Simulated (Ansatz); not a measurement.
# N started in the widest void in wurtzite AlN, 97 atoms, charge 0

All numbers come from Ansatz (PAW, plane waves, no spin–orbit coupling) at the single k point (¼, ¼, ¼) without its symmetry partners. The atoms were relaxed with PBEsol in a fixed cell; other functionals are single points on those atoms unless said otherwise. The valence top and gap of the host come from its small cell on a dense mesh, with the band extrema sought between the mesh points, lined up by the mean potential, PBEsol gap 4.09 eV, HSE06 gap 5.54 eV.

Relaxed structure:

```xyz
97
Lattice="9.3414 0.0000 0.0000 0.0000 10.7866 0.0000 0.0000 0.0000 9.9671" Properties=species:S:1:pos:R:3 pbc="T T T"
Al    1.5541    0.9016    2.4850
Al    1.5541    0.8769    7.4673
Al    9.3347    3.6001    2.4825
Al    0.0527    3.5590    7.4933
Al    4.6678    0.8988    2.4835
Al    4.6601    0.9129    7.4626
Al    3.1143    3.5995    2.4826
Al    3.0561    3.5590    7.4928
Al    1.5540    6.2997    2.4802
Al    1.5544    6.2896    7.4564
Al    0.0005    8.9924    2.4784
Al    9.3354    8.9907    7.4599
Al    7.7818    0.8991    2.4834
Al    7.7900    0.9128    7.4627
Al    6.2246    3.5866    2.4362
Al    6.2251    3.5905    7.4798
Al    4.6601    6.3005    2.4329
Al    4.6629    6.2984    7.4763
Al    3.1079    8.9920    2.4787
Al    3.1147    8.9907    7.4600
Al    7.7895    6.3009    2.4329
Al    7.7869    6.2990    7.4768
Al    6.2250    8.9894    2.4767
Al    6.2250    9.0732    7.4901
Al    9.3380    1.8030    4.9698
Al    0.0014    1.7924    0.0013
Al    3.1118    1.8025    4.9699
Al    3.1072    1.7924    0.0012
Al    1.5536    4.4967    4.9665
Al    1.5544    4.5010    0.0076
Al    0.0138    7.2072    4.9645
Al    0.0043    7.1977    9.9453
Al    6.2251    1.7748    4.9661
Al    6.2251    1.7913    9.9498
Al    4.6801    4.5032    4.9581
Al    4.6614    4.4920    9.9418
Al    3.0951    7.2072    4.9646
Al    3.1045    7.1975    9.9450
Al    1.5544    9.9001    4.9706
Al    1.5544    9.8863    9.9558
Al    7.7679    4.5041    4.9590
Al    7.7888    4.4924    9.9418
Al    6.2248    7.1830    4.9554
Al    6.2251    7.2061    9.9383
Al    4.6667    9.8849    4.9685
Al    4.6610    9.8972    9.9636
Al    7.7839    9.8849    4.9686
Al    7.7891    9.8972    9.9636
N     9.3386    1.7991    1.8995
N     0.0118    1.7865    6.8745
N     3.1110    1.7989    1.8994
N     3.0966    1.7863    6.8747
N     1.5539    4.5006    1.9039
N     1.5543    4.4935    6.8713
N     0.0098    7.2024    1.8716
N     9.3368    7.1922    6.8691
N     6.2249    1.7819    1.8760
N     6.2253    1.8023    6.8726
N     4.6642    4.4943    1.8734
N     4.5939    4.4507    6.9543
N     3.0983    7.2021    1.8716
N     3.1135    7.1920    6.8691
N     1.5543    9.8937    1.8899
N     1.5544    9.8772    6.8725
N     7.7850    4.4949    1.8734
N     7.8566    4.4511    6.9548
N     6.2250    7.1992    1.8702
N     6.2251    7.2898    6.9548
N     4.6647    9.8894    1.8956
N     4.6597    9.9087    6.8720
N     7.7853    9.8896    1.8954
N     7.7907    9.9086    6.8721
N     1.5540    0.9076    4.3847
N     1.5540    0.8948    9.3699
N     9.3335    3.6005    4.3854
N     0.0135    3.5868    9.3857
N     4.6627    0.8919    4.3852
N     4.6626    0.9040    9.3642
N     3.1145    3.5998    4.3853
N     3.0949    3.5865    9.3852
N     1.5542    6.2961    4.3834
N     1.5541    6.2894    9.3567
N     0.0047    9.0007    4.3815
N     9.3381    8.9937    9.3609
N     7.7871    0.8917    4.3850
N     7.7874    0.9041    9.3643
N     6.2249    3.5245    4.3152
N     6.2251    3.5924    9.3753
N     4.6072    6.3318    4.3119
N     4.6651    6.2967    9.3724
N     3.1039    9.0008    4.3817
N     3.1119    8.9937    9.3609
N     7.8428    6.3320    4.3123
N     7.7852    6.2970    9.3725
N     6.2252    8.9886    4.3822
N     6.2250    9.0168    9.3819
N     6.2248    5.4032    5.8215
```

Chemical potentials μ are those of reference phases of the elements at zero temperature by the same functional (the usual solids, diamond for C, grey Sn, and the molecules H2, N2, O2, F2, Cl2, Br2 and S8).

```
functional  E(defect) − E(host) − Σ nμ + q·E_VBM (eV)  monopole (eV)  alignment (eV)  formation energy at E_F = VBM (eV)  moment (μB)            wall time, shared host
    PBEsol                                       7.33           0.00            0.00                                7.33          3.0  18 s on NVIDIA H100 (relaxation)
     HSE06                                       8.11           0.00            0.00                                8.11          3.0              100 s on NVIDIA H100
```

HSE06 one-electron levels near the gap (the ten most localised at most), from the host's valence top:

| level (eV) | spin | filling | atoms sharing it | element of the atom with most weight |
| --- | --- | --- | --- | --- |
| -0.27 | down | 1.00 | 57.7 | spread |
| -0.24 | up | 1.00 | 59.7 | spread |
| -0.18 | down | 1.00 | 58.6 | spread |
| 0.24 | up | 1.00 | 8.0 | N |
| 0.25 | up | 1.00 | 8.8 | N |
| 0.27 | up | 1.00 | 7.5 | N |
| 3.28 | down | 0.00 | 4.3 | N |
| 3.30 | down | 0.00 | 4.3 | N |
| 3.70 | down | 0.00 | 3.6 | N |

All elements are taken at their own reference at once; growth conditions in equilibrium with the host shift these energies, by up to the host's formation enthalpy.

One k point and a cell of this size can leave errors of several tenths of an eV in such numbers.
